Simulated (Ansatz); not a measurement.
**Equation of state of Pd from a dense series**

```xyz
1
Lattice="0.0000 1.9449 1.9449 1.9449 0.0000 1.9449 1.9449 1.9449 0.0000" Properties=species:S:1:pos:R:3 pbc="T T T"
Pd    0.0000    0.0000    0.0000
```

The geometry is COD entry 9008478, unchecked; take it as a test cell.

Spin polarisation is left out, and whether a magnetic state lies lower isn't shown here.

All numbers below come from DFT, PBE, all-electron LAPW, scalar-relativistic in Ansatz 0.2.0.

Sampling and basis: a Γ-centred 18×18×18 k mesh, Fermi–Dirac smearing of 0.05 eV, basis error target 0.25 meV/atom, no spin polarisation.

The cell is scaled evenly. Fractional coordinates are held (clamped ions).

```json
{"V (Å³/atom)": "13.831", "P (GPa)": "22.71"}
{"V (Å³/atom)": "14.125", "P (GPa)": "17.00"}
{"V (Å³/atom)": "14.419", "P (GPa)": "11.96"}
{"V (Å³/atom)": "14.567", "P (GPa)": "9.66"}
{"V (Å³/atom)": "14.714", "P (GPa)": "7.51"}
{"V (Å³/atom)": "14.861", "P (GPa)": "5.48"}
{"V (Å³/atom)": "15.008", "P (GPa)": "3.57"}
{"V (Å³/atom)": "15.597", "P (GPa)": "-2.96"}
```

Question: Fit a third-order Birch–Murnaghan curve to the pressures.

Answer: P = (3B0/2)(y^(7/2) − y^(5/2))[1 + (3/4)(B0′ − 4)(y − 1)] with y = (V0/V)^(2/3) fits within 0.01 GPa for V0 = 15.312 Å³/atom, B0 = 168.9 GPa and B0′ = 5.49.

Question: Predict the pressure at the withheld volume, 15.302 Å³/atom.

Answer: There y = 1.0004, so the fit gives 0.10 GPa; the run gave 0.10 GPa.
